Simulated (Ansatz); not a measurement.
# TePt: enthalpy under pressure, worked through

Computed with DFT PBEsol, scalar-relativistic, plane waves, PAW in Ansatz 0.2.0. Run with 420 eV cutoff, 12×12×8 k-mesh, Gaussian smearing of 0.10 eV, no spin polarisation.

The relaxed crystal:

```xyz
4
Lattice="4.2231 0.0000 0.0000 -2.1116 3.6574 0.0000 0.0000 0.0000 5.5416" Properties=species:S:1:pos:R:3 pbc="T T T"
Te    0.0000    2.4382    1.3854
Te    2.1116    1.2191    4.1562
Pt    0.0000    0.0000    0.0000
Pt    0.0000    0.0000    2.7708
```

Cell and atoms were relaxed at each target pressure within the start's symmetry (P6_3/mmc), at zero temperature; other phases can be more stable under pressure. H = E + PV with P the target; E is the free energy at the smearing used, whose derivative the pressure is, per atom and counted from zero pressure.

Spin–orbit coupling is left out, which can shift energies with elements as heavy as these.

| P (GPa) | V (Å³/atom) | E − E0 (meV) | H − H0 (meV) |
| --- | --- | --- | --- |
| 0 | 21.398 | 0.0 | 0.0 |
| 1 | 21.247 | 0.5 | 133.1 |
| 4 | 20.822 | 7.0 | 526.9 |
| 12 | 19.893 | 52.4 | 1542.3 |
| 25 | 18.761 | 180.4 | 3107.9 |
| 50 | 17.266 | 522.1 | 5910.4 |
| 90 | 15.734 | 1177.5 | 10015.8 |

Thermodynamics gives dH/dP = V along a relaxed path. Integrate V over P by the trapezoid rule and compare with the computed enthalpies.

With 1 eV/Å³ = 160.22 GPa, each step adds the mean volume times ΔP / 160.22:
```csv
P (GPa),∫V dP (meV),H − H0 (meV),difference (meV)
1,133.1,133.1,0.0
4,526.9,526.9,0.1
12,1543.4,1542.3,1.1
25,3111.6,3107.9,3.7
50,5922.4,5910.4,12.0
90,10041.7,10015.8,25.9
```

V(P) curves upward, so the trapezoid rule runs high; integrating a smooth curve through the same points (P as a polynomial of degree 4 in ln V) puts that excess at about 26.5 meV at 90 GPa, against the 25.9 meV found.

At 90 GPa, how much of the enthalpy change is stored energy and how much is the PV term?

E rises by 1178 meV/atom and PV is 90 × 15.734 / 160.22 = 8838 meV/atom, so PV makes 88 % of ΔH. So between rival structures at high pressure a small difference in volume can outweigh the difference in energy: 1 % of this volume is worth 88.4 meV/atom at this pressure.

What bulk modulus do the lowest pressures give, and how is the compression shared among the axes?

From the pressures that the runs reached, -1.00 GPa (21.559 Å³) and 0.99 GPa (21.247 Å³), B = −ΔP/Δln V = 1.99 / 0.0146 = 137 GPa, a mean over that range. The linear compressibilities −Δln(length)/ΔP are 2.65 along a, 2.65 along b, 2.01 along c (in TPa⁻¹). With fixed angles they add up to 1/B: 7.31 against 7.31. Softest: a and b, at 36 % of the volume change per axis.